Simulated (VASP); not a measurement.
# ZnSe (Stilleite) (F-43m) in VASP: further runs, part 2 of 2

VASP 6.6.1. The steps go on from the part before.

## (4) G0W0 quasiparticle levels, PBE

File POSCAR:

```
ZnSe
1.0
    0.0000000000      2.8338000000      2.8338000000
    2.8338000000      0.0000000000      2.8338000000
    2.8338000000      2.8338000000      0.0000000000
Se Zn
1 1
Direct
    0.7500000000      0.7500000000      0.7500000000
    0.0000000000      0.0000000000      0.0000000000
```

File INCAR.step1:

```
ALGO = Normal
EDIFF = 1E-8
ENCUT = 450
GGA = PE
ISMEAR = 0
LASPH = True
LCHARG = False
LREAL = False
LWAVE = True
NELM = 100
PREC = Accurate
SIGMA = 0.01
```

File INCAR.step2:

```
ALGO = Exact
EDIFF = 1E-8
ENCUT = 450
GGA = PE
ISMEAR = 0
ISTART = 1
LASPH = True
LCHARG = False
LOPTICS = True
LREAL = False
LWAVE = True
NBANDS = 63
NELM = 1
PREC = Accurate
SIGMA = 0.01
```

File INCAR.step3:

```
ALGO = EVGW0
EDIFF = 1E-8
ENCUT = 450
ENCUTGW = 50
GGA = PE
ISMEAR = 0
ISTART = 1
LASPH = True
LCHARG = False
LREAL = False
LWAVE = False
NBANDS = 63
NBANDSGW = 17
NELMGW = 1
NOMEGA = 48
PREC = Accurate
PRECFOCK = Fast
SIGMA = 0.01
```

File KPOINTS:

```
k-points
0
Gamma
  3 3 3
```

Potentials or basis: VASP PAW PBE potentials, release 64 (Se_GW, Zn_GW).

On the command line:

```console
cat potpaw_PBE.64/Se_GW/POTCAR potpaw_PBE.64/Zn_GW/POTCAR > POTCAR
cp INCAR.step1 INCAR
mpirun -np 1 vasp_std > vasp.out
cp INCAR.step2 INCAR
mpirun -np 1 vasp_std > vasp.out
cp INCAR.step3 INCAR
mpirun -np 1 vasp_std > vasp.out
```

OUTCAR:

```text
EDIFF = 1E-8
   ENCUT = 450
   ENCUTGW = 50
   GGA = PE
   ISMEAR = 0
   ISTART = 1
   LASPH = True
   LREAL = False
   NELMGW = 1
   PREC = Accurate
   PRECFOCK = Fast

 Found      4 irreducible k-points:

 Following reciprocal coordinates:
            Coordinates               Weight
  0.000000  0.000000  0.000000      1.000000
  0.333333  0.000000  0.000000      8.000000
  0.333333  0.333333  0.000000      6.000000
 -0.333333  0.333333  0.000000     12.000000
   k-points           NKPTS =      4   k-points in BZ     NKDIM =     27   number of bands    NBANDS=     63
   number of dos      NEDOS =    301   number of ions     NIONS =      2
   total plane-waves  NPLWV =  21952
   dimension x,y,z NGX =    28 NGY =   28 NGZ =   28
   dimension x,y,z NGXF=    56 NGYF=   56 NGZF=   56
   ions per type =               1   1
   NGX,Y,Z   is equivalent  to a cutoff of  11.62, 11.62, 11.62 a.u.
   NGXF,Y,Z  is equivalent  to a cutoff of  23.23, 23.23, 23.23 a.u.
 SYSTEM =  unknown system
   PREC   = accura    normal or accurate (medium, high low for compatibility)
   ISTART =      1    job   : 0-new  1-cont  2-samecut
   ICHARG =      0    charge: 1-file 2-atom 10-const
   ISPIN  =      1    spin polarized calculation?
   LNONCOLLINEAR =      F non collinear calculations
   LSORBIT =      F    spin-orbit coupling
   LASPH  =      T    aspherical Exc in radial PAW
   ENCUT  =  450.0 eV  33.07 Ry    5.75 a.u.   6.93  6.93  6.93*2*pi/ulx,y,z
   NELM   =     60;   NELMIN=  2; NELMDL=  0     # of ELM steps
   EDIFF  = 0.1E-07   stopping-criterion for ELM
   LREAL  =      F    real-space projection
   EDIFFG = 0.1E-06   stopping-criterion for IOM
   NSW    =      0    number of steps for IOM
   IBRION =     -1    ionic relax: 0-MD 1-quasi-New 2-CG
   NFREE  =      0    steps in history (QN), initial steepest desc. (CG)
   ISIF   =      0    stress and relaxation
   ISYM   =      3    0-nonsym 1-usesym 2-fastsym
   POTIM  = 0.5000    time-step for ionic-motion
   TEBEG  =    0.0;   TEEND  =   0.0 temperature during run
   PSTRESS=    0.0 pullay stress
   NELECT =      18.0000    total number of electrons
   NUPDOWN=      -1.0000    fix difference up-down
   EMIN   =  10.00;   EMAX   =-10.00  energy-range for DOS
   EFERMI =   0.00;   METHOD = LEGACY
   ISMEAR =     0;   SIGMA  =   0.01  broadening in eV -4-tet -1-fermi 0-gaus
   EFERMI_NEDOS =   21; number of points for ismear=-14 and -15
   IALGO  =     38    algorithm
   IMIX   =      4    mixing-type and parameters
     AMIX     =   0.40;   BMIX     =  1.00
     AMIX_MAG =   1.60;   BMIX_MAG =  1.00
  volume/ion in A,a.u.               =      22.76       153.57
  Fermi-wavevector in a.u.,A,eV,Ry     =   1.201673  2.270834 19.647073  1.444019
  Thomas-Fermi vector in A             =   2.337476
   LORBIT       =      0    0 simple, 1 ext, 2 COOP (PROOUT), +10 PAW based schemes
   GGA     = PE    functional components
   LHFCALC =     T    Hartree Fock is set to
   PRECFOCK=fast      Normal, Fast or Accurate (Low or Medium for compatibility)
   ENCUT4O =  -1.0   cutoff for four orbital integrals eV
   NKREDX  =     1    reduce k-point grid by
   NKREDY  =     1    reduce k-point grid by
   NKREDZ  =     1    reduce k-point grid by
   AEXX    =    1.0000 exact exchange contribution
   HFSCREEN=    0.0000 screening length (either q_TF or 0.3 A-1)
   HFSCREENC=   0.0000 screening length for correlation (either q_TF or 0.3 A-1)
   ENCUTFOCK=  -1.0 apply spherical cutoff to Coloumb kernel
   IVDW    =     0    specifies the selected vdW correction
   LEPSILON=     F    determine dielectric tensor
   LRPA    =     F    only Hartree local field effects (RPA)
   LRPAFORCE           =     F    calculate RPA forces
   ENCUTGW             =  50.0    cutoff for response function in eV
   ENCUTGWSOFT         =  40.0    soft cutoff for Coulomb kernel in GW response function in eV
   ENCUTLF             =  -1.0    cutoff for local field effects
   NELMGW              =     1    number of iterations in solving QP/BSE equation
   NELMHF              =     1    number of iterations in the inner HF iteration
   NKREDLFX            =     1    NKREDLFY  =   1   NKREDLFZ  =   1
 non-spin polarized calculation
 Gauss-broadening in eV      SIGMA  =   0.01
  energy-cutoff  :      450.00
  volume of cell :       45.51
 maximum number of plane-waves:      1002
  NGX = 16; NGY = 16; NGZ = 16
   NGX = 13   NGY = 13   NGZ = 13
 maximum number of plane-waves:        39
 NGX is ok and might be reduce to    10

 QP shifts <psi_nk| G(iteration)W_0 |psi_nk>: iteration 1
 for sc-GW calculations column KS-energies equals QP-energies in previous step
 and V_xc(KS)=  KS-energies - (<T + V_ion + V_H > + <T+V_H+V_ion>^1  + <V_x>^1)

 k-point   1 :       0.0000    0.0000    0.0000
  band No.  KS-energies  QP-energies   sigma(KS)   V_xc(KS)     V^pw_x(r,r')   Z            occupation Imag(sigma)

      1     -10.5025     -10.6870     -12.5853     -12.3078     -19.8306       0.6649       2.0000       1.2000
      2      -3.8950      -6.3460     -23.3124     -19.7053     -30.8897       0.6795       2.0000       0.2360
      3      -3.8950      -6.3460     -23.3124     -19.7053     -30.8897       0.6795       2.0000       0.2360
      4      -3.8950      -6.3460     -23.3124     -19.7053     -30.8897       0.6795       2.0000       0.2360
      5      -3.5352      -6.1712     -24.3504     -20.4968     -32.0216       0.6840       2.0000       0.2102
      6      -3.5352      -6.1712     -24.3504     -20.4968     -32.0216       0.6840       2.0000       0.2102
[... 9 lines left out ...]
     16      14.1442      14.4892      -9.8608     -10.3197      -4.9907       0.7519       0.0000      -0.2752
     17      15.7309      15.6115      -7.7201      -7.5616      -2.2362       0.7533       0.0000      -0.5347

 k-point   2 :       0.3333    0.0000    0.0000
  band No.  KS-energies  QP-energies   sigma(KS)   V_xc(KS)     V^pw_x(r,r')   Z            occupation Imag(sigma)

      1      -9.9290     -10.0680     -12.9333     -12.7264     -20.0665       0.6719       2.0000       1.0995
      2      -3.8250      -6.3089     -23.4798     -19.8401     -31.0693       0.6825       2.0000       0.2331
      3      -3.8250      -6.3089     -23.4798     -19.8401     -31.0693       0.6825       2.0000       0.2331
      4      -3.7224      -6.0587     -22.3678     -18.9596     -29.5970       0.6855       2.0000       0.2431
      5      -3.5286      -6.1779     -24.3697     -20.5138     -32.0526       0.6871       2.0000       0.2123
      6      -3.5286      -6.1779     -24.3697     -20.5138     -32.0526       0.6871       2.0000       0.2123
[... 9 lines left out ...]
     16      13.7323      13.9789      -9.2777      -9.6043      -4.3199       0.7553       0.0000      -0.3015
     17      18.1579      18.5589      -8.8473      -9.3821      -2.9821       0.7500       0.0000      -0.6991

 k-point   3 :       0.3333    0.3333    0.0000
  band No.  KS-energies  QP-energies   sigma(KS)   V_xc(KS)     V^pw_x(r,r')   Z            occupation Imag(sigma)

      1      -9.7351      -9.8612     -13.0648     -12.8763     -20.1594       0.6692       2.0000       1.0603
      2      -3.8848      -6.1311     -21.8139     -18.5260     -28.9470       0.6832       2.0000       0.2453
      3      -3.7209      -6.2559     -23.7864     -20.0822     -31.4143       0.6844       2.0000       0.2309
      4      -3.7209      -6.2559     -23.7864     -20.0822     -31.4143       0.6844       2.0000       0.2309
      5      -3.5311      -6.1251     -24.0265     -20.2425     -31.6336       0.6855       2.0000       0.2193
      6      -3.4995      -6.1653     -24.4414     -20.5767     -32.1335       0.6898       2.0000       0.2105
[... 9 lines left out ...]
     16      17.9374      18.2810      -8.5543      -9.0119      -2.8043       0.7509       0.0000      -0.6560
     17      19.3955      19.6428      -9.2039      -9.5269      -3.5001       0.7658       0.0000      -0.8196

 k-point   4 :      -0.3333    0.3333    0.0000
  band No.  KS-energies  QP-energies   sigma(KS)   V_xc(KS)     V^pw_x(r,r')   Z            occupation Imag(sigma)

      1      -9.4978      -9.6131     -13.2959     -13.1236     -20.3582       0.6692       2.0000       1.0144
      2      -3.7977      -6.2414     -23.1177     -19.5462     -30.5782       0.6842       2.0000       0.2336
      3      -3.7177      -6.2522     -23.7873     -20.0899     -31.4135       0.6855       2.0000       0.2301
      4      -3.5758      -6.2054     -24.2298     -20.3898     -31.9116       0.6848       2.0000       0.2193
      5      -3.5272      -6.1799     -24.3587     -20.5059     -32.0440       0.6885       2.0000       0.2129
      6      -3.2992      -5.8452     -23.9246     -20.2218     -31.4303       0.6876       2.0000       0.2277
[... 9 lines left out ...]
     16      18.2675      18.5555      -8.5791      -8.9631      -2.8492       0.7498       0.0000      -0.6748
     17      18.9634      19.0814      -8.2923      -8.4479      -2.5833       0.7584       0.0000      -0.7042
```

Wall time 24 s (1 thread of Intel Xeon 6975P-C (Granite Rapids), shared host); peak memory 0.28 GiB.

The run converged, but some of its settings lie outside the range that counts as converged, so its numbers aren't taken as properties of the crystal.

What came out:

* Band gap on the k mesh, mean-field level: 1.24 eV, direct
* Quasiparticle gap: 2.33 eV
* Least direct quasiparticle gap: 2.33 eV

Caveat: the k mesh is coarse (spacing up to 0.64 Å⁻¹), so the values aren't converged; bands, screening cutoff and mesh are small and nothing is extrapolated, so the quasiparticle values aren't converged.
